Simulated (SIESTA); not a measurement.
Crystal: Fe.

```
CELL_PARAMETERS angstrom
0.00000 1.94174 1.96511
1.49844 0.00000 1.96511
1.49844 1.94174 0.00000
ATOMIC_POSITIONS crystal
Fe 0.00000 0.00000 0.00000
```

Base run:

| Quantity | Value |
| --- | --- |
| Program | SIESTA 5.4.2 |
| Functional | PBE |
| Potentials or basis | PseudoDojo 0.4 standard (PBE files) |
| Basis | DZP (energy shift 0.003 Ry; two zetas on semicore shells) |
| Grid cutoff | 800 Ry |
| Energy shift | 0.003 Ry |
| k mesh | 13 × 13 × 13 |
| Occupations | fermi-dirac, width 0.05 eV |
| Spin | collinear spin, ferromagnetic start |
| Starting moments | [3.0] μB |
| Fixed moment | 4 μB |

Its results: pressure 68.1 GPa; site moments Fe +4.00 μB.

The run is repeated on the same cell with these changes: fixed moment from 4 μB to 3 μB. What comes out?

Pressure 21.5 GPa; site moments Fe +3.00 μB.

Caveats: short orbitals over semicore shells can move pressures by several GPa; the basis of atomic orbitals isn't converged, which shifts pressures, moduli and gaps; the total moment is fixed, so each spin has its own Fermi level; a pressure of tens of GPa on the cell as given is suspect, and the run, the potentials or the cell itself is likely at fault (some runs).
